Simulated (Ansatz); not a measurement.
# TiO2 (anatase type): optics runs under varied settings

Aim: run 3 optics inputs for TiO2 (anatase type) as typed, and read from each log whether it ends well.

Method: plane waves, PAW; the settings change from run to run, as each input shows, in Ansatz 0.2.0.

1 further run of the same task is left out (it didn't finish).

## (1) The structure to begin with

It takes space group I4_1/amd (No. 141, tetragonal). The conventional cell has a = 3.778 Å, b = 3.778 Å, c = 9.583 Å, α = 90.00°, β = 90.00°, γ = 90.00°. Around Ti (site symmetry -4m2) lie 6 O at 1.93 to 1.99 Å. O (site symmetry 2mm) is surrounded by 3 Ti at 1.93 to 1.99 Å.

Coordinates:

```
CELL_PARAMETERS angstrom
-1.88890 1.88890 4.79172
1.88890 -1.88890 4.79172
1.88890 1.88890 -4.79172
ATOMIC_POSITIONS crystal
Ti 0.75000 0.25000 0.50000
Ti 0.00000 0.00000 0.00000
O 0.54271 0.04271 0.50000
O 0.79271 0.79271 0.00000
O 0.20729 0.20729 0.00000
O 0.95729 0.45729 0.50000
```

The cell was relaxed beforehand with r2SCAN; those runs aren't shown. No spin polarisation is used; should the compound be magnetic, its bands and low-energy spectrum would differ.

For scale, an earlier run with the standard settings (PBE, 8×8×8, gaussian width 0.1 eV, scissors 0 eV) gave ε∞ 6.93 (xx, yy), 6.54 (zz); tallest peak of ε₂: 11.2 at 4.20 eV.

## (2) Input 1

File input.yaml:

```yaml
crystal:
  lattice:
    - [-1.888898814, 1.888898814, 4.7917154373]
    - [1.888898814, -1.888898814, 4.7917154373]
    - [1.888898814, 1.888898814, -4.7917154373]
  atoms:
    - { symbol: Ti, position: [0.75, 0.25, 0.5] }
    - { symbol: Ti, position: [0.0, 0.0, 0.0] }
    - { symbol: O, position: [0.5427139635, 0.0427139635, 0.5] }
    - { symbol: O, position: [0.7927139635, 0.7927139635, 0.0] }
    - { symbol: O, position: [0.2072860365, 0.2072860365, 0.0] }
    - { symbol: O, position: [0.9572860365, 0.4572860365, 0.5] }
kpoints:
  mp_grid: { grid: [1, 1, 1] }
hamiltonian:
  xc: r2scan
scf:
  occupations: { method: fixed }
output:
  optics:
    e_range: [2, 15]
    de: 0.2
    sigma: 0.4
    scissors: 0
    scheme: fermi_dirac
    bands: auto
```

Run with:

```
ansatz run input.yaml --threads 4 --pin off --max-ram 5529MiB --backend cpu --events-out ev --progress --plain --runs-dir out
```

What it wrote:

```text
Warning: RAYON_NUM_THREADS=4 ignored (pool sized by the plan → 4); use --threads N
basis.fft_grid_basis auto: the FFT boxes are laid along the combinations [[1, 0, 1], [0, 1, 1], [0, 0, 1]] of the cell's own vectors, 3.778, 3.778 and 5.486 Å long. The dense box has 30×30×45 points. Along the cell's own vectors, as sized, it would have 45×45×45, 2.25 times as many. Of the 16 symmetry operations that the crystal satisfies within crystal.symmetry.tolerance (time reversal apart; of a slab, those that keep its plane) the dense box along the cell's own vectors carries 16, and the one as laid loses 12 of those. basis.fft_grid_basis: typed keeps the cell's own vectors: state it where this run's energies or levels are differenced outside the engine with another run's, or held beside a run that keeps those vectors.
Engine: ansatz 0.2.0, aarch64-unknown-linux-gnu
Pseudopotentials: kind: paw
Pseudopotential: Ti, paw, valence charge 12, recommended cutoff 500 eV (meta_gga), Ti.paw.azcp
Pseudopotential: O, paw, valence charge 6, recommended cutoff 500 eV (meta_gga), O.paw.azcp
Functional definition: r2SCAN
  parameter k0 = 0.174
  parameter k1 = 0.065
  parameter a1 = 4.9479
  exchange = r2scan_x(k0 = k0, k1 = k1, a1 = a1)
  correlation = r2scan_c
Crystal: 6 atoms, lattice volume = 68.386 Å³
Basis set: ecut = 500 eV, 1693 PW (Γ), FFT grids on a1+a3, a2+a3, a3, exchange–correlation on 120×120×180 points (64 copies of the dense FFT grid, shifted against one another)
Bands: 30, of which v1, the nominal top of the filled ones, is band 24 counted from 1 (23 counted from 0)
Symmetry: 16 space group operations
Space group: I41/amd (ITA 141), of the structure as read, at distance tolerance 4.1e-5 Å
k-points: 1
Non-local potential: Ti, projectors of the file, l = 0: 3, l = 1: 2, l = 2: 3, l = 3: 1
Non-local potential: O, projectors of the file, l = 0: 2, l = 1: 2, l = 2: 1
PAW form: soft (Blöchl's): semilocal exchange-correlation on the pseudo side does not see the compensation charge
PAW frozen core: Ti, regenerated for the run's functional (the file was generated under x = pbe(κ = 0.804, μ = 0.2195149727645171), c = pbe(β = 0.06672455060314922))
PAW frozen core: O, regenerated for the run's functional (the file was generated under x = pbe(κ = 0.804, μ = 0.2195149727645171), c = pbe(β = 0.06672455060314922))
PAW one-centre angular grid: Ti, 590 points (default); XC on 160 Gauss nodes
PAW one-centre angular grid: O, 302 points (default); XC on 160 Gauss nodes
Initial density: superposition of atomic densities (neutral atoms: chi_scale 0, normalization atom), corrected by the library's trained network
Initial wavefunctions: pseudopotential atomic-orbital guess
Functional: x = r2scan, c = r2scan; τ floored in thin density (d = 2e-4 eV/Å³)
SCF iter   1: F=—  HF=-7284.472675 eV  |F-HF|=—  |Δ(HF+E_count)|=         —  Δρ=7.63e-2  dr2=3.83e0  dr2_τ=8.81e-1  ethr=1.77e-3  ⟨swp⟩=4.0  Hψ=110  notcnv=0  defer=3
preconditioner: auto → none  [insulator: Δε(μ)=3.534 eV  Ē_g=10.408 eV  n_scr=14 (ndim 8)  ℏωp=25.4 eV  f_vac=0.103  ε∞_Penn≈7.0]
SCF iter   2: F=—  HF=-7284.777625 eV  |F-HF|=—  |Δ(HF+E_count)|=   3.05e-1  Δρ=1.00e-1  dr2=6.47e0  dr2_τ=6.97e-1  ethr=1.77e-3  ⟨swp⟩=3.0  Hψ=68  notcnv=0  defer=4
SCF iter   3: F=—  HF=-7283.772603 eV  |F-HF|=—  |Δ(HF+E_count)|=    1.01e0  Δρ=1.90e-2  dr2=1.15e-1  dr2_τ=1.16e-2  ethr=1.77e-3  ⟨swp⟩=3.0  Hψ=52  notcnv=0  defer=3
SCF iter   4: F=—  HF=-7283.775389 eV  |F-HF|=—  |Δ(HF+E_count)|=   2.79e-3  Δρ=9.58e-3  dr2=5.07e-2  dr2_τ=3.54e-3  ethr=2.40e-4  ⟨swp⟩=2.0  Hψ=52  notcnv=0  defer=4
SCF iter   5: F=—  HF=-7283.768210 eV  |F-HF|=—  |Δ(HF+E_count)|=   7.18e-3  Δρ=1.79e-3  dr2=1.01e-3  dr2_τ=1.45e-4  ethr=1.06e-4  ⟨swp⟩=2.0  Hψ=42  notcnv=0  defer=4
SCF iter   6: F=—  HF=-7283.768470 eV  |F-HF|=—  |Δ(HF+E_count)|=   2.60e-4  Δρ=4.54e-4  dr2=1.31e-4  dr2_τ=9.03e-6  ethr=2.11e-6  ⟨swp⟩=2.0  Hψ=48  notcnv=0  defer=4
SCF iter   7: F=—  HF=-7283.768456 eV  |F-HF|=—  |Δ(HF+E_count)|=   1.37e-5  Δρ=3.17e-5  dr2=2.27e-7  dr2_τ=1.21e-7  ethr=2.74e-7  ⟨swp⟩=2.0  Hψ=42  notcnv=0  defer=4
SCF iter   8: F=—  HF=-7283.768462 eV  |F-HF|=—  |Δ(HF+E_count)|=   5.76e-6  Δρ=1.06e-5  dr2=4.83e-8  dr2_τ=6.78e-9  ethr=4.72e-10  ⟨swp⟩=2.0  Hψ=50  notcnv=0  defer=2
SCF iter   9: F=—  HF=-7283.768462 eV  |F-HF|=—  |Δ(HF+E_count)|=   1.45e-9  Δρ=1.88e-6  dr2=1.39e-9  dr2_τ=7.40e-11  ethr=1.01e-10  ⟨swp⟩=2.0  Hψ=38  notcnv=0  defer=2
SCF iter  10: F=—  HF=-7283.768462 eV  |F-HF|=—  |Δ(HF+E_count)|=  9.00e-11  Δρ=2.89e-7  dr2=4.62e-11  dr2_τ=1.24e-12  ethr=2.89e-12  ⟨swp⟩=2.0  Hψ=40  notcnv=0  defer=2
SCF iter  11: F=-7283.768462 eV  HF=-7283.768462 eV  |F-HF|=9.09e-13  |Δ(HF+E_count)|=  5.46e-12  Δρ=2.70e-8  dr2=1.36e-13  dr2_τ=1.02e-13  ethr=1.00e-12  ⟨swp⟩=9.0  Hψ=103  notcnv=0
SCF 1 converged in 11 iterations: F = -7283.768462 eV  dr2 = 1.36e-13
NSCF: frozen V_eff on 1 k-points
Optics k sum: 0 of 1 k-points
[...]
NSCF: frozen V_eff on 1 k-points
Optics k sum: 0 of 1 k-points
[...]
WARN: output.optics: on 15 of the rows wanted, those up to 45.000 eV, the energy-loss function is not bounded in the bands left out, and is left empty along some axis. In full: what the bands over the 115 summed would add to eps1, eps2 and the energy-loss function is held between a lower and an upper bound (10 Lanczos steps). eps1, eps2 and their loss function (loss_summed_bands) are given on every row as the summed bands alone make them. Along an axis, on a row where the two bounds hold the loss function to about 1 % of the greater of itself and 0.5 % of |1/eps|, its cell (loss_completed) is given, with the completed eps1 and eps2 that it is formed of (a cell that is left empty reads nan in the table and null in the record). The two bounds hold it so along every axis on 51 of the 66 rows up to 15.000 eV; on the other 15, the lowest at 11.000 eV, those cells are left empty along some axis; the steps ended with no row wanted left that a further step could bound, as where the summed bands' own error is too great, or, of a sum inside the cells of its k-points, where these part, or are assumed to part, too far in what the bands left out add (a denser output.optics.nscf_kmesh narrows that). Under auto the run first worked up to 40.495 eV and, since the loss function's greatest value, with its upper flank down to half of it, did not stand under that energy, then up to 45.000 eV. The run works to bound the rows up to 45.000 eV and no higher ones: a peak of the loss function over that energy may be left empty with no warning. To have the run work for it, set output.optics.bands.spectra_wanted_up_to to a higher energy. To bound the rows up to 45.000 eV, whichever of them the table shows (the first pass's bands fell short of that, or broke a premise of the two bounds), the run solved the spectra's band pass at 104 and 115 bands: the last count reaches them. perfect_screening_sum, loss_f_sum_n_eff and, beside carriers, perfect_screening_limit are those of loss_summed_bands: over the bounded function the two sums would run over rows that are not all bounded, and lack what the bands left out lay past the top of the energy grid. Bounded is said of the bands left out alone, which are those that the basis at basis.ecutwfc holds: it says nothing of that cutoff, of the k-point mesh, of what the sum inside its cells errs by (eps2_relative_error), of the factors of all_electron_strengths, nor of how far the SCF is converged. The bands left out are taken at the k-points, and what their mean over the points' cells stands off that by is in neither bound: what is assumed of it, which the test of a row counts in, is 0.50 % of |eps| at the most among the values given; a lone k-point or star has no spread of its own, and two or three are taken to part by no less than one; an output.optics.nscf_kmesh whose points fall into four stars or more gives its own (unshifted, two points a side of a simple cubic cell, which gave two of 64 atoms their empty rows back, and three of a face- or body-centred one)
SCF converged after 11 iterations
Free energy (F): -7283.768462 eV
Harris-Foulkes:  -7283.768462 eV  (|F-HF|=9.09e-13)
Internal energy: -7283.768462 eV  (E = F + TS)
E sigma→0 (E₀):  -7283.768462 eV
Fermi energy:    6.942193 eV
--- Per-component energies (eV) ---
  E_band       = -491.448919
  E_kinetic    = 1260.782494
  E_local      = -3578.571719  (includes V_loc(G=0)·N_el)
  E_nonlocal   = 193.749147
  E_hartree    = 1388.674923
  E_xc         = -481.803129
  E_vxc        = -691.638795  (∫ρ·V_xc dr)
  E_paw        = -2748.985133  (= ΣΔE_a)
  E_vpaw       = -498.849548  (= ΣTr[D̂ρ^β])
  E_aug_tail   = 0.004569  (compensation charges beyond the density's cutoff)
  E_vtau       = 45.725084  (kinetic-family band-sum trace: ∫τ·v_τ [+ j·A + Jᵃ·Aᵃ] dr)
  E_ewald      = -3316.984936
  E_core_change = -0.634678  (= ΣΔE_core)
  E_smearing   = -0.000000  (= −TS)
  E_closure    = 0.000000  (closes the sum)
  Σ components = -7283.768462   (vs F -7283.768462, Δ=0.00e0)
--- Band table (eV) ---
  k-point 0: bands = ["-52.0565", "-52.0011", "-27.3079", "-27.3079", "-27.2436", "-27.2436", "-27.1386", "-26.7641", "-11.2738", "-10.2654", "-10.1289", "-9.8000", "3.2180", "3.3591", "3.3591", "3.6890", "5.2212", "5.2212", "5.2889", "6.4883", "6.4883", "6.5892", "6.9422", "6.9422", "9.1011", "9.7664", "11.1982", "11.1982", "11.2366", "11.2366"]
```

Wall time 13 s (4 threads of Arm Neoverse V2, shared host); peak memory 0.81 GiB.

optics.tsv begins:

```
# eps_inf(xx yy zz) = 8.496715 8.496715 7.574345
# eps_inf_bands = all
# eps_inf_summed_bands(xx yy zz) = 8.479077 8.479077 7.554816
# eps_inf_completed(xx yy zz) = 8.496715 8.496715 7.574345
# eps2_relative_error = 0.0319
# eps_inf_relative_error = 0.0145
# f_sum_n_eff(xx yy zz) = 37.450146 37.450146 37.350761 of n_electrons = 48.000000
# n_bands = 115
# n_bands_set_by = photon_energy
# valid_up_to_ev = 46.881145
# least_direct_gap_ev = 2.158892e0 at k(fractional) = 0.000000 0.000000 0.000000, k_point = 0, channel = 0, bands = 23 24 (counted from 0)
```

The dielectric function from optics.tsv (yy equals xx), one row in 3:

```
E (eV)  ε₂ xx  ε₂ zz  ε₁ xx  ε₁ zz
  2.00   2.21   1.32  10.76   9.72
  2.60   4.71   3.95  11.03  10.39
  3.20   7.67   6.81   9.75   8.42
  3.80   9.37   7.20   6.70   5.35
  4.40   9.12   5.75   3.71   3.58
  5.00   7.77   4.43   1.68   3.70
  5.60   6.16   4.38   1.10   4.46
  6.20   5.69   5.32   1.26   4.97
  6.80   5.82   7.26   0.61   4.45
  7.40   5.26   8.54  -0.48   1.78
  8.00   4.15   7.24  -1.13  -0.90
  8.60   3.06   5.43  -1.11  -1.66
  9.20   2.39   4.35  -0.90  -2.05
  9.80   1.81   2.96  -0.68  -2.37
 10.40   1.38   1.65  -0.31  -1.95
 11.00   1.16   0.88   0.05  -1.19
 11.60   1.09   0.56   0.34  -0.47
 12.20   1.09   0.49   0.52   0.10
 12.80   1.05   0.56   0.60   0.53
 13.40   0.99   0.73   0.71   0.84
 14.00   0.96   0.95   0.84   0.95
 14.60   0.97   1.10   0.93   0.92
```

Tallest peaks of ε₂ (mean of the periodic axes): 8.6 at 3.80 eV, 6.5 at 7.20 eV.

**Diagnosis.** The run ends without an error, but its result can't be used. The mesh is a single k point. Fix: use a mesh like that of the sound run.

## (3) Input 2

input.yaml, as its differences from that of step 2:

```diff
@@ -13,5 +13,5 @@
 kpoints:
-  mp_grid: { grid: [1, 1, 1] }
+  mp_grid: { grid: [6, 6, 6] }
 hamiltonian:
-  xc: r2scan
+  xc: pbesol
 scf:
@@ -20,7 +20,11 @@
   optics:
-    e_range: [2, 15]
-    de: 0.2
-    sigma: 0.4
-    scissors: 0
-    scheme: fermi_dirac
+    e_range: [0.5, 15]
+    de: 0.1
+    sigma: 0.15
+    scissors: 0.6
+    scheme: gaussian
     bands: auto
+  write_density: true
+  write_potential: true
+  elf: true
+  volumetric_format: npy
```

Run with:

```
ansatz run input.yaml --threads 4 --pin off --max-ram 5529MiB --backend cpu --events-out ev --progress --plain --runs-dir out
```

What it wrote:

```text
Warning: RAYON_NUM_THREADS=4 ignored (pool sized by the plan → 4); use --threads N
[... 2 set-up lines as earlier in the session ...]
Pseudopotential: Ti, paw, valence charge 12, recommended cutoff 420 eV (normal), Ti.paw.azcp
Pseudopotential: O, paw, valence charge 6, recommended cutoff 420 eV (normal), O.paw.azcp
Functional definition: PBEsol
  exchange = pbesol_x
  correlation = pbesol_c
Crystal: 6 atoms, lattice volume = 68.386 Å³
Basis set: ecut = 420 eV, 1317 PW (Γ)
Bands: 30, of which v1, the nominal top of the filled ones, is band 24 counted from 1 (23 counted from 0)
[... 2 set-up lines as earlier in the session ...]
k-points: 30 of 216
[... 3 set-up lines as earlier in the session ...]
PAW frozen core: Ti, regenerated for the run's functional, and the local potential with it (the file was generated under x = pbe(κ = 0.804, μ = 0.2195149727645171), c = pbe(β = 0.06672455060314922))
PAW frozen core: O, regenerated for the run's functional, and the local potential with it (the file was generated under x = pbe(κ = 0.804, μ = 0.2195149727645171), c = pbe(β = 0.06672455060314922))
PAW one-centre angular grid: Ti, 590 points (default); XC on 64 Gauss nodes
PAW one-centre angular grid: O, 110 points (default); XC on 64 Gauss nodes
[... 2 set-up lines as earlier in the session ...]
Functional: x = pbesol(κ = 0.804, μ = 0.12345679012345678), c = pbesol(β = 0.046)
SCF iter   1: F=—  HF=-7199.762597 eV  |F-HF|=—  |Δ(HF+E_count)|=         —  Δρ=1.62e-2  dr2=1.38e-1  ethr=1.77e-3  ⟨swp⟩=3.6  Hψ=3331  notcnv=0  defer=69
preconditioner: auto → none  [insulator: Δε(μ)=2.003 eV  Ē_g=9.547 eV  n_scr=14 (ndim 8)  ℏωp=25.4 eV  f_vac=0.104  ε∞_Penn≈8.1]
SCF iter   2: F=—  HF=-7199.768253 eV  |F-HF|=—  |Δ(HF+E_count)|=   5.66e-3  Δρ=1.70e-2  dr2=1.94e-1  ethr=2.87e-4  ⟨swp⟩=2.0  Hψ=1680  notcnv=0  defer=115
SCF iter   3: F=—  HF=-7199.730945 eV  |F-HF|=—  |Δ(HF+E_count)|=   3.73e-2  Δρ=2.20e-3  dr2=1.75e-3  ethr=2.87e-4  ⟨swp⟩=2.0  Hψ=1284  notcnv=0  defer=107
SCF iter   4: F=—  HF=-7199.730945 eV  |F-HF|=—  |Δ(HF+E_count)|=   5.07e-7  Δρ=6.91e-4  dr2=9.36e-5  ethr=3.66e-6  ⟨swp⟩=2.0  Hψ=1570  notcnv=0  defer=120
SCF iter   5: F=—  HF=-7199.731044 eV  |F-HF|=—  |Δ(HF+E_count)|=   9.91e-5  Δρ=1.50e-4  dr2=1.59e-5  ethr=1.95e-7  ⟨swp⟩=2.3  Hψ=1408  notcnv=0  defer=63
SCF iter   6: F=—  HF=-7199.731035 eV  |F-HF|=—  |Δ(HF+E_count)|=   8.40e-6  Δρ=1.59e-5  dr2=5.86e-8  ethr=3.31e-8  ⟨swp⟩=2.7  Hψ=1637  notcnv=0  defer=51
SCF iter   7: F=—  HF=-7199.731036 eV  |F-HF|=—  |Δ(HF+E_count)|=   1.32e-7  Δρ=1.82e-6  dr2=9.74e-10  ethr=1.22e-10  ⟨swp⟩=2.0  Hψ=1369  notcnv=0  defer=51
SCF iter   8: F=—  HF=-7199.731036 eV  |F-HF|=—  |Δ(HF+E_count)|=  9.82e-10  Δρ=3.87e-7  dr2=7.65e-11  ethr=2.03e-12  ⟨swp⟩=2.0  Hψ=1329  notcnv=0  defer=51
SCF iter   9: F=-7199.731036 eV  HF=-7199.731036 eV  |F-HF|=1.82e-12  |Δ(HF+E_count)|=  4.00e-11  Δρ=4.10e-8  dr2=8.80e-13  ethr=1.00e-12  ⟨swp⟩=8.7  Hψ=2909  notcnv=0
SCF 1 converged in 9 iterations: F = -7199.731036 eV  dr2 = 8.80e-13
NSCF: frozen V_eff on 30 k-points
Optics k sum: 0 of 30 k-points
[...]
NSCF: frozen V_eff on 1 k-points
NSCF: frozen V_eff on 1 k-points
NSCF: frozen V_eff on 1 k-points
output.optics: what the bands over the 104 summed would add to eps1, eps2 and the energy-loss function is held between a lower and an upper bound (6 Lanczos steps). eps1, eps2 and their loss function (loss_summed_bands) are given on every row as the summed bands alone make them. Along an axis, on a row where the two bounds hold the loss function to about 1 % of the greater of itself and 0.5 % of |1/eps|, its cell (loss_completed) is given, with the completed eps1 and eps2 that it is formed of (a cell that is left empty reads nan in the table and null in the record). The two bounds hold it so along every axis on all 146 rows up to 15.000 eV. Under auto the run first worked up to 40.495 eV and, since the loss function's greatest value, with its upper flank down to half of it, did not stand under that energy, then up to 42.800 eV. The run works to bound the rows up to 42.800 eV and no higher ones: a peak of the loss function over that energy may be left empty with no warning. To have the run work for it, set output.optics.bands.spectra_wanted_up_to to a higher energy. perfect_screening_sum, loss_f_sum_n_eff and, beside carriers, perfect_screening_limit are those of loss_summed_bands: over the bounded function the two sums would run over rows that are not all bounded, and lack what the bands left out lay past the top of the energy grid. Bounded is said of the bands left out alone, which are those that the basis at basis.ecutwfc holds: it says nothing of that cutoff, of the k-point mesh, of what the sum inside its cells errs by (eps2_relative_error), of the factors of all_electron_strengths, nor of how far the SCF is converged. The bands left out are taken at the k-points, and what their mean over the points' cells stands off that by is in neither bound: the run's estimate of it, which the test of a row counts in, is 0.02 % of |eps| at the most among the values given; where the mean stood off by over 0.5 % the points' spread read 0.1 to 3 times that
SCF converged after 9 iterations
Free energy (F): -7199.731036 eV
Harris-Foulkes:  -7199.731036 eV  (|F-HF|=1.82e-12)
Internal energy: -7199.731036 eV  (E = F + TS)
E sigma→0 (E₀):  -7199.731036 eV
Fermi energy:    7.107895 eV
--- Per-component energies (eV) ---
  E_band       = -460.205840
  E_kinetic    = 1244.027137
  E_local      = -3573.806965  (includes V_loc(G=0)·N_el)
  E_nonlocal   = 200.252120
  E_hartree    = 1381.894658
  E_xc         = -486.706663
  E_vxc        = -619.488100  (∫ρ·V_xc dr)
  E_paw        = -2648.836306  (= ΣΔE_a)
  E_vpaw       = -474.989330  (= ΣTr[D̂ρ^β])
  E_aug_tail   = 0.009999  (compensation charges beyond the density's cutoff)
  E_ewald      = -3316.984936
  E_core_change = 0.419920  (= ΣΔE_core)
  E_smearing   = -0.000000  (= −TS)
  E_closure    = 0.000000  (closes the sum)
  Σ components = -7199.731036   (vs F -7199.731036, Δ=0.00e0)
--- Band table (eV; the first three rows and the last of 30) ---
  k-point 0: bands = ["-48.9099", "-48.8492", "-25.5056", "-25.2648", "-25.2648", "-25.1934", "-25.1934", "-25.1035", "-10.4196", "-9.3708", "-9.2429", "-8.8851", "3.1759", "3.2973", "3.2973", "3.6824", "5.0720", "5.0720", "5.1387", "6.3785", "6.3822", "6.3822", "6.6975", "6.6975", "9.2601", "9.9977", "11.1955", "11.1955", "11.2137", "11.2137"]
  k-point 1: bands = ["-48.9047", "-48.8522", "-25.5026", "-25.3114", "-25.2812", "-25.2210", "-25.1928", "-25.0978", "-10.1565", "-9.2154", "-9.1313", "-8.8111", "2.8281", "3.0226", "3.1201", "3.7366", "4.6007", "5.1465", "5.3005", "5.6371", "5.8098", "5.9683", "6.5027", "6.9177", "10.0953", "10.2245", "10.4299", "10.8686", "10.8914", "11.2302"]
  k-point 2: bands = ["-48.8915", "-48.8612", "-25.4938", "-25.3983", "-25.3105", "-25.2776", "-25.1780", "-25.1086", "-9.5422", "-8.9535", "-8.8770", "-8.6786", "2.3971", "2.6881", "2.9313", "3.9247", "4.0485", "4.0608", "4.1939", "4.4994", "5.1237", "6.2240", "6.5510", "7.0545", "10.1900", "10.4778", "10.6432", "10.9687", "11.4969", "11.8072"]
  k-point 29: bands = ["-48.8796", "-48.8796", "-25.3082", "-25.3082", "-25.2885", "-25.2885", "-25.1693", "-25.1693", "-9.8286", "-9.8286", "-9.1557", "-9.1557", "3.3822", "3.3822", "3.4334", "3.4334", "5.0888", "5.0888", "5.7955", "5.7955", "5.8982", "5.8982", "7.0504", "7.0504", "9.6158", "9.6158", "10.9473", "10.9473", "11.4728", "11.4728"]
```

Run time: 32 s. Hardware: 4 threads of Arm Neoverse V2, shared host; peak memory 1.2 GiB.

From the head of optics.tsv:

```
# eps_inf(xx yy zz) = 6.423959 6.423959 6.104048
# eps_inf_bands = all
# eps_inf_summed_bands(xx yy zz) = 6.402958 6.402958 6.082211
# eps_inf_completed(xx yy zz) = 6.423959 6.423959 6.104048
# eps2_relative_error = 0.0008
# eps_inf_relative_error = 0.0037
# f_sum_n_eff(xx yy zz) = 34.652708 34.652708 34.467272 of n_electrons = 48.000000
# n_bands = 104
# n_bands_set_by = photon_energy
# valid_up_to_ev = 55.187826
# least_direct_gap_ev = 2.437341e0 at k(fractional) = 0.333333 0.333333 -0.333333, k_point = 25, channel = 0, bands = 23 24 (counted from 0)
```

The dielectric function from optics.tsv (yy equals xx), one row in 8 (narrow peaks fall between the rows):

```tsv
E (eV)	ε₂ xx	ε₂ zz	ε₁ xx	ε₁ zz
2.60	0.00	0.00	8.37	7.49
3.40	3.07	0.05	10.08	10.27
4.20	8.86	8.11	11.89	6.28
5.00	8.37	7.83	3.14	1.07
5.80	8.81	3.08	0.30	3.76
6.60	3.74	4.56	1.52	4.27
7.40	6.09	7.18	3.32	6.28
8.20	5.36	12.60	-0.61	-2.15
9.00	3.04	3.93	-2.02	-3.36
9.80	3.33	5.35	-0.50	-3.64
10.60	1.67	1.49	-0.50	-2.45
11.40	1.38	0.64	0.00	-1.22
12.20	1.23	0.40	0.44	-0.07
13.00	1.06	0.46	0.39	0.42
13.80	1.06	1.03	0.71	1.05
14.60	0.98	1.08	0.84	0.75
```

Tallest peaks of ε₂ (mean of the periodic axes): 9.4 at 4.40 eV, 10.6 at 4.80 eV, 8.8 at 7.90 eV.

[end of part 1 of 2]
